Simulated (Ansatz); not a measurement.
Runs of Ansatz 0.2.0 on TiPt3. The structure is cubic, space group Pm-3m (No. 221). Conventional cell: a = 3.897 Å, b = 3.897 Å, c = 3.897 Å, α = 90.00°, β = 90.00°, γ = 90.00°. Pt (site symmetry 4/mmm) is surrounded by 8 Pt at 2.76 Å and 4 Ti at 2.76 Å. Ti (site symmetry m-3m) is surrounded by 12 Pt at 2.76 Å. 

| task | level | spin | k mesh | cutoff (eV) | atoms under strain | points for each segment of the path | gap on the mesh (eV) | pressure (GPa) | V0 of scaled cells (Å³/atom) | B0 (GPa) |
| --- | --- | --- | --- | --- | --- | --- | --- | --- | --- | --- |
| equation of state | LDA | off | 7 × 7 × 7 | 420 | - | - | - | - | 14.52 | 283 |
| phonons | PBEsol | off | 6 × 6 × 6 | 420 | - | - | none | - | - | - |
| elastic constants | PBEsol | off | 6 × 6 × 6 | 420 | relaxed | - | none | 0.4 | - | - |
| band structure | PBEsol | SOC, no magnetisation | 7 × 7 × 7 | 420 | - | 14 | none | 0.1 | - | - |
| equation of state | r2SCAN | off | 7 × 7 × 7 | 500 | - | - | - | - | (b) | (a) |

Alike in all rows: potentials or basis Ansatz PAW; cell as given; smearing fermi-dirac 0.05 eV.

**Question.** Fill in the values left out.

**Answer.** (a) 257; (b) 15.07.

Caveats: the PAW data sets come from PBE, with cores solved anew for the run's functional, which leaves a small shift of forces and pressure (some runs); elastic constants of metals need much finer meshes, so these are rough (some runs); the PAW data sets were made with another functional, which shifts forces and pressure a little (some runs).

A k mesh can miss the band edges, and rows without SOC leave out spin-orbit coupling on Pt.

A gap of «none» marks a metal or a gap under the smearing width.

Runs at the PBE level aren't shown here.
